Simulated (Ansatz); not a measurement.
The system is Al2Cu (Khatyrkite).

```
Cu Al
1.0
    -3.03350    3.03350    2.43850
     3.03350   -3.03350    2.43850
     3.03350    3.03350   -2.43850
Cu Al
2 4
Direct
  0.25000 0.25000 0.00000
  0.75000 0.75000 0.00000
  0.34190 0.15810 0.50000
  0.84190 0.34190 0.18380
  0.65810 0.84190 0.50000
  0.15810 0.65810 0.81620
```

- Program: Ansatz 0.2.0
- Task: relaxation of cell and atoms
- Functional: PBEsol
- Dispersion: D4
- Potentials or basis: Ansatz PAW
- Cutoff: 420 eV (not typed: the program's choice for these potentials)
- k mesh: 7 × 7 × 7
- Occupations: fermi-dirac, width 0.05 eV
- Spin: no spin polarisation

At the start: volume 14.96 Å³/atom.

Q: Where does the relaxation end?

A: It ends after 5 steps and the volume is 14.14 Å³/atom (-5.5 %); space group I4/mcm (No. 140, to 0.05 Å).

The path:
```tsv
step	energy change (eV)	largest force (eV/Å)	volume (Å³)
1	0.0000	0.0684	89.76
2	-0.0900	0.1168	85.60
3	-0.0953	0.0024	84.77
4	-0.0956	0.0026	84.86
5	-0.0941	0.0026	84.86
```

Final structure:
```yaml
crystal:
  lattice:
    - [-2.97476, 2.97476, 2.39726]
    - [2.97476, -2.97476, 2.39726]
    - [2.97476, 2.97476, -2.39726]
  atoms:
    - { symbol: Cu, position: [0.25000, 0.25000, 0.00000] }
    - { symbol: Cu, position: [0.75000, 0.75000, 0.00000] }
    - { symbol: Al, position: [0.34132, 0.15868, 0.50000] }
    - { symbol: Al, position: [0.84132, 0.34132, 0.18263] }
    - { symbol: Al, position: [0.65868, 0.84132, 0.50000] }
    - { symbol: Al, position: [0.15868, 0.65868, 0.81737] }
```

Caveat: the plane-wave basis is chosen anew once the cell has moved, so the energies of steps on either side of that aren't comparable; pairwise dispersion overbinds metals, which lowers pressure and volume; the PAW data sets come from PBE, with cores solved anew for the run's functional, which leaves a small shift of forces and pressure.
